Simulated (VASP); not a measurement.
## WS2 under changes of volume

One of the cells (26.240 Å³/atom); the others are scaled copies at fixed shape and fractional positions:

```
CELL_PARAMETERS angstrom
3.20420 0.00000 0.00000
-1.60210 2.77492 0.00000
0.00000 0.00000 35.41355
ATOMIC_POSITIONS crystal
W 0.33333 0.66667 0.59232
W 0.33333 0.66667 0.22340
W 0.66667 0.33333 0.77660
W 0.66667 0.33333 0.40768
S 0.33333 0.66667 0.82115
S 0.33333 0.66667 0.45202
S 0.66667 0.33333 0.63662
S 0.66667 0.33333 0.26774
S 0.33333 0.66667 0.73226
S 0.33333 0.66667 0.36338
S 0.66667 0.33333 0.54798
S 0.66667 0.33333 0.17885
```

* Program: VASP 6.6.1
* Functional: PBEsol
* Potentials or basis: VASP PAW PBE potentials, release 64 (W_sv, S)
* Cutoff: 520 eV
* k mesh: 10 × 10 × 1
* Occupations: fermi-dirac, width 0.05 eV
* Spin: no spin polarisation

| volume (Å³/atom) | energy over the lowest point (meV/atom) | largest force (eV/Å) |
| --- | --- | --- |
| 24.182 | 18.27 | 1.140 |
| 24.696 | 4.79 | 0.708 |
| 25.211 | 0.00 | 0.308 |
| 26.240 | 13.02 | 0.580 |
| 26.754 | 29.30 | 0.892 |
| 27.269 | ? | ? |

**Question.** What does the run at 27.269 Å³/atom give?

**Answer.** Energy over the lowest point 51.19 meV/atom; largest force 1.180 eV/Å.

Worked out: A Birch-Murnaghan fit of order 3 (a polynomial in V^(-2/3)) to the other rows has its minimum at 25.26 Å³/atom with B0 = V·E''(V) = 118 GPa and B' = 4.3 at fixed shape and positions, which overstates the stiffness. It gives 51.25 meV/atom at 27.269 Å³/atom, against the run's 51.19.

Energies are extrapolated to zero smearing.

Caveats: the PAW data sets were made with another functional, which shifts forces and pressure a little.
